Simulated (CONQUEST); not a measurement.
## SnSe under changes of volume

One of the cells (26.676 Å³/atom); the others are scaled copies at fixed shape and fractional positions:

```
Sn Se
1.0
     4.19000    0.00000    0.00000
     0.00000    4.46000    0.00000
     0.00000    0.00000   11.42000
Sn Se
4 4
Cartesian
  3.1425 4.0541 10.0153
  1.0475 1.8241 7.1147
  3.1425 2.6359 4.3053
  1.0475 0.4059 1.4047
  3.1425 4.3886 7.3431
  1.0475 2.1586 9.7869
  3.1425 2.3014 1.6331
  1.0475 0.0714 4.0769
```

| Item | Value |
| --- | --- |
| Program | CONQUEST 1.3 |
| Functional | PBE |
| Potentials or basis | PseudoDojo NC PBE, DZ, grid of 40 × 48 × 108 points |
| k mesh | 6 × 6 × 3 |
| Occupations | fermi-dirac, width 0.05 eV |
| Spin | no spin polarisation |

```csv
volume (Å³/atom),energy over the lowest point (meV/atom),pressure (GPa),gap on the mesh (eV),largest force (eV/Å)
25.076,116.02,10.3,0.57,1.698
25.609,84.48,8.6,0.57,1.510
26.143,58.33,7.0,0.57,1.333
26.676,37.21,5.6,0.58,1.163
27.210,20.77,4.3,0.59,1.009
27.743,?,?,?,?
28.277,0.00,2.1,0.62,0.734
```

Question: What does the run at 27.743 Å³/atom give?

Answer: Energy over the lowest point 8.60 meV/atom; pressure 3.1 GPa; gap on the mesh 0.61 eV; largest force 0.864 eV/Å.

Worked out: A Birch-Murnaghan fit of order 3 (a polynomial in V^(-2/3)) to the other rows has no minimum within the range. It gives 8.45 meV/atom at 27.743 Å³/atom, against the run's 8.60, and -dE/dV = 3.1 GPa, against 3.1. A parabola through the other rows of the gap, of slope 0.802 eV per unit of ln V there, gives 0.60 eV, against the run's 0.61.

Energies are extrapolated to zero smearing.

Caveats: the atomic basis is small; spin-orbit coupling is left out, which moves the levels of the heavy elements; an odd mesh through Γ misses points on the zone boundary, where band edges often lie; the basis of atomic orbitals isn't converged, which shifts pressures, moduli and gaps; forces of over 1 eV/Å show positions far from the minimum, so gaps and moduli don't describe the material at rest (some runs); this functional lacks dispersion, which binds the layers, so the pressure and a relaxed spacing across them are unreliable (some runs).
